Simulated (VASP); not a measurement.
Write the native input for VASP 6.6.1 that does the following.

```yaml
Task: G0W0 quasiparticle levels
Functional: PBE
Potentials_or_basis: VASP PAW PBE potentials, release 64 (Sn_d_GW, O_GW)
Cutoff: 500 eV
k_mesh: 2 × 2 × 4
Occupations: gaussian, width 0.01 eV
Spin: no spin polarisation
Ladder: gaps
GW_scheme: G0W0
GW_iterations: 1
Cutoff_of_the_response_function: 150
Frequency_points: 50
Empty_bands: 298
Further_INCAR_settings: ALGO = EVGW0; EDIFF = 1e-08; NBANDS = 324
```

The system is SnO2 (Cassiterite).

```xyz
6
Lattice="4.7380 0.0000 0.0000 0.0000 4.7380 0.0000 0.0000 0.0000 3.1865" Properties=species:S:1:pos:R:3 pbc="T T T"
Sn    2.3690    2.3690    1.5933
Sn    0.0000    0.0000    0.0000
O     3.8240    0.9140    1.5933
O     3.2830    3.2830    0.0000
O     0.9140    3.8240    1.5933
O     1.4550    1.4550    0.0000
```

These files were run (other wordings do the same):

POSCAR

```
SnO2
1.0
    4.7380000000      0.0000000000      0.0000000000
    0.0000000000      4.7380000000      0.0000000000
    0.0000000000      0.0000000000      3.1865000000
Sn O
2 4
Direct
    0.5000000000      0.5000000000      0.5000000000
    0.0000000000      0.0000000000      0.0000000000
    0.8071000000      0.1929000000      0.5000000000
    0.6929000000      0.6929000000      0.0000000000
    0.1929000000      0.8071000000      0.5000000000
    0.3071000000      0.3071000000      0.0000000000
```

INCAR.step1

```
SYSTEM = SnO2
  PREC = Accurate
  ENCUT = 500
  EDIFF = 1E-8
  ISMEAR = 0
  SIGMA = 0.01
  LREAL = .False.
  LASPH = .True.
  NELM = 80
  ALGO = Normal
  LWAVE = .True.
  LCHARG = .False.
  GGA = PE
  KPAR = 4
```

INCAR.step2

```
SYSTEM = SnO2
  PREC = Accurate
  ENCUT = 500
  EDIFF = 1E-8
  ISMEAR = 0
  SIGMA = 0.01
  LREAL = .False.
  LASPH = .True.
  NELM = 1
  ALGO = Exact
  LWAVE = .True.
  LCHARG = .False.
  GGA = PE
  NBANDS = 324
  LOPTICS = .True.
  ISTART = 1
  KPAR = 4
```

INCAR.step3

```
SYSTEM = SnO2
  PREC = Accurate
  ENCUT = 500
  EDIFF = 1E-8
  ISMEAR = 0
  SIGMA = 0.01
  LREAL = .False.
  LASPH = .True.
  ALGO = EVGW0
  LWAVE = .False.
  LCHARG = .False.
  GGA = PE
  NELMGW = 1
  NBANDS = 324
  ENCUTGW = 150
  NOMEGA = 50
  PRECFOCK = Fast
  ISTART = 1
  NBANDSGW = 34
  KPAR = 4
```

KPOINTS

```
Automatic mesh
0
Gamma
  2 2 4
  0 0 0
```

Potentials or basis: VASP PAW PBE potentials, release 64 (Sn_d_GW, O_GW).

Command:

```sh
$ cat potpaw_PBE.64/Sn_d_GW/POTCAR potpaw_PBE.64/O_GW/POTCAR > POTCAR
$ cp INCAR.step1 INCAR
$ mpirun -np 4 vasp_std > vasp.out
$ cp INCAR.step2 INCAR
$ mpirun -np 4 vasp_std > vasp.out
$ cp INCAR.step3 INCAR
$ mpirun -np 4 vasp_std > vasp.out
```

It gave:

* Band gap on the k mesh, mean-field level: 1.26 eV, direct
* Quasiparticle gap: 2.69 eV
* Least direct quasiparticle gap: 2.69 eV

Caveat: the k mesh is coarse (spacing up to 0.66 Å⁻¹), so the values aren't converged; bands, screening cutoff and mesh are small and nothing is extrapolated, so the quasiparticle values aren't converged; spin-orbit coupling is left out, which moves the levels of the heavy elements.

Wall time 3.2 min on 4 MPI ranks on Intel(R) Xeon(R) 6975P-C (Granite Rapids) (shared host), peak memory 0.91 GiB a rank.
